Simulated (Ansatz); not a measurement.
Runs of Ansatz 0.2.0 on Ag. It takes space group Fm-3m (No. 225, cubic). The conventional cell has a = 4.085 Å, b = 4.085 Å, c = 4.085 Å, α = 90.00°, β = 90.00°, γ = 90.00°. Ag (site symmetry m-3m) has 12 Ag at 2.89 Å as nearest neighbours. 

```csv
task,level,spin,cell,k mesh,smearing,points for each segment of the path,atoms under strain,mesh quality,gap on the mesh (eV),pressure (GPa),relaxed volume (Å³/atom)
single point,HSE06,"SOC, no magnetisation",as given,5 × 5 × 5,fermi-dirac 0.05 eV,-,-,coarse,none,(c),-
relaxation of cell and atoms,HSE03,off,relaxed,6 × 6 × 6,fermi-dirac 0.05 eV,-,-,coarse,none,0.0,(b)
relaxation of cell and atoms,HSE06,off,relaxed,6 × 6 × 6,fermi-dirac 0.05 eV,-,-,coarse,none,0.0,18.03
single point,PBE0,off,as given,6 × 6 × 6,fermi-dirac 0.05 eV,-,-,coarse,none,4.6,-
single point,LDA,off,as given,11 × 11 × 11,gaussian 0.02 eV,-,-,not flagged,none,-7.7,-
band structure,HSEsol,off,as given,6 × 6 × 6,fermi-dirac 0.05 eV,4,-,coarse,none,-0.3,-
elastic constants,PBEsol,off,as given,8 × 8 × 8,fermi-dirac 0.05 eV,-,relaxed,not flagged,none,-2.0,-
band structure,HSE03,off,as given,6 × 6 × 6,fermi-dirac 0.05 eV,4,-,coarse,none,4.9,-
single point,LDA,"SOC, no magnetisation",as given,8 × 8 × 8,methfessel-paxton 0.1 eV,-,-,not flagged,none,-6.9,-
band structure,HSE06,off,as given,6 × 6 × 6,fermi-dirac 0.05 eV,4,-,coarse,none,(d),-
single point,RPBE,off,as given,11 × 11 × 11,gaussian 0.05 eV,-,-,not flagged,none,(a),-
```

Alike in all rows: potentials or basis Ansatz PAW; cutoff (eV) 420.

**Question.** Fill in the values left out.

**Answer.** (a) 8.4; (b) 18.06; (c) 2.6; (d) 4.7.

Caveats: some runs use coarse meshes; the PAW data sets come from PBE, with cores solved anew for the run's functional, which leaves a small shift of forces and pressure; the thresholds are loose for stress (some runs); the plane-wave basis is chosen anew once the cell has moved, so the energies of steps on either side of that aren't comparable (some runs); elastic constants of metals need much finer meshes, so these are rough (some runs).

A k mesh can miss the band edges, and rows without SOC leave out spin-orbit coupling on Ag.

A gap of «none» marks a metal or a gap under the smearing width.

Runs at the PBE level aren't shown here.
